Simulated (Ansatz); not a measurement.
Input and command of a plane-wave DFT calculation in Ansatz:

```yaml
crystal:
  lattice:
    - [0.0, 2.7439069, 2.82877]
    - [2.7439069, 0.0, 2.82877]
    - [2.7439069, 2.7439069, 0.0]
  atoms:
    - { symbol: Ge, position: [0.5, 0.5, 0.5] }
    - { symbol: Ge, position: [0.75, 0.75, 0.75] }
basis:
  ecutwfc: 420
kpoints:
  mp_grid: { grid: [14, 14, 14] }
hamiltonian:
  xc: pbe
scf:
  occupations: { method: gaussian, width: 0.15 }
output:
  forces: true
  stress: true
  eigenvalues: true
```

```bash
ansatz run input.yaml --threads 1 --pin off --max-ram 2560MiB --backend cpu --events-out ev --progress --plain --runs-dir out
```

Processor: AMD EPYC 7R43 64-Core Processor (Zen 3), 1 thread, on a host shared with other jobs.

Problem. Estimate time, memory and problem size.

Solution. About 7.7 s on 1 thread of AMD EPYC 7R43 64-Core Processor (Zen 3), with other jobs on the host, peak memory 0.47 GiB. It solves 18 bands at 244 k points (the mesh reduced by symmetry) with about 869 plane waves, in 6 SCF iterations.
